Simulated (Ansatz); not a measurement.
Starting structure of a cell relaxation (symmetry kept):

```xyz
2
Lattice="0.0000 2.0034 2.0034 2.0034 0.0000 2.0034 2.0034 2.0034 0.0000" Properties=species:S:1:pos:R:3 pbc="T T T"
Li    0.0000    0.0000    0.0000
H     2.0034    2.0034    2.0034
```

Method: Ansatz, DFT PBEsol, scalar-relativistic, plane waves, PAW.

Settings: cutoff 420 eV, Γ-centred mesh 10×10×10 on the computed 2-atom cell, Gaussian smearing of 0.02 eV; no spin polarisation.

**Question.** What does it relax to?

**Answer.** The volume goes down by 0.16 Å³/atom to 7.88 Å³/atom, and the energy falls by 0.4 meV/atom. Final structure:
```cif
data_structure
_symmetry_space_group_name_H-M 'P 1'
_symmetry_Int_Tables_number 1
_cell_length_a 2.8143
_cell_length_b 2.8143
_cell_length_c 2.8143
_cell_angle_alpha 60.000
_cell_angle_beta 60.000
_cell_angle_gamma 60.000
_cell_volume 15.76
loop_
_atom_site_label
_atom_site_type_symbol
_atom_site_fract_x
_atom_site_fract_y
_atom_site_fract_z
_atom_site_occupancy
Li1 Li 0.00000 0.00000 0.00000 1
H1 H 0.50000 0.50000 0.50000 1
```

Course of the relaxation (steps run on the plane waves of an earlier cell, and the basis is chosen afresh near the end, so energy and pressure can step there; trial steps that raised the energy were taken back; energies are free energies):

| step | E − E_final (meV/atom) | P (GPa) | V (Å³/atom) |
| --- | --- | --- | --- |
| 1 | 0.4 | -0.72 | 8.04 |
| 2 | 0.0 | -0.22 | 7.93 |
| 3 | -0.1 | 0.01 | 7.88 |
| 4 | 0.0 | 0.00 | 7.88 |

Cost: 1 run of about 0.03 core-minutes, on Arm Neoverse V2 (shared hosts).